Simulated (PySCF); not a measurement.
Au, 1 atom in the cell. The structure is cubic, space group Fm-3m (No. 225). Conventional cell: a = 4.070 Å, b = 4.070 Å, c = 4.070 Å, α = 90.00°, β = 90.00°, γ = 90.00°. Around Au (site symmetry m-3m) lie 12 Au at 2.88 Å. 

- Program: PySCF 2.14.0
- Task: band structure
- Functional: SCAN
- Potentials or basis: DZVP-MOLOPT-SR/GTH-PBE (potentials made for PBE)
- k mesh: 4 × 4 × 4
- Occupations: fermi-dirac, width 0.05 eV
- Spin: no spin polarisation
- Symmetry: yes
- Density cutoff: 88 Ha
- Exponents discarded below (exp_to_discard): 0.02 1/bohr^2
- Band path: GXWKGLUWLK,UX
- Potentials: Au GTH-PBE-q11
- conv_tol: 1e-07 Ha
- max_cycle: 60
- Coulomb method: multigrid

Potentials or basis: DZVP-MOLOPT-SR/GTH-PBE (potentials made for PBE).

Launch:

```bash
$ OMP_NUM_THREADS=4 python -u run.py > log
```

Hardware: 4 threads of Intel(R) Xeon(R) 6975P-C (Granite Rapids) (shared host).

How long does it take, and how much memory?

Wall time 67 s on 4 threads of Intel(R) Xeon(R) 6975P-C (Granite Rapids) (shared host), peak memory 5.5 GiB. Counts: scf iterations 5, basis 25, k points 64.
